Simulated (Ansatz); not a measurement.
A run of Ansatz 0.2.0 is set up as follows.

Contents of input:

```
crystal:
  lattice:
    - [1.88524, 0.0, 0.0]
    - [0.0, 1.88524, 0.0]
    - [0.0, 0.0, 1.88524]
  atoms:
    - { symbol: B, position: [0.5, 0.5, 0.5] }
hamiltonian:
  xc: r2scan50
  pseudopotentials: { kind: paw }
kpoints:
  mp_grid: { grid: [7, 7, 7] }
scf:
  occupations: { method: fermi_dirac, width: 0.05 }
output:
  forces: true
  stress: true
  eigenvalues: true
```

Task: What does it give for the pressure?

Result: -7.7 GPa.

Task: Estimate the band gap on the k mesh.

Result: None (metal or under the smearing width).

Caveat: the k mesh is coarse (spacing up to 0.48 Å⁻¹), so the values aren't converged, least of all with exact exchange; the PAW data sets come from PBE, with cores solved anew for the run's functional, which leaves a small shift of forces and pressure; the thresholds are loose for stress.
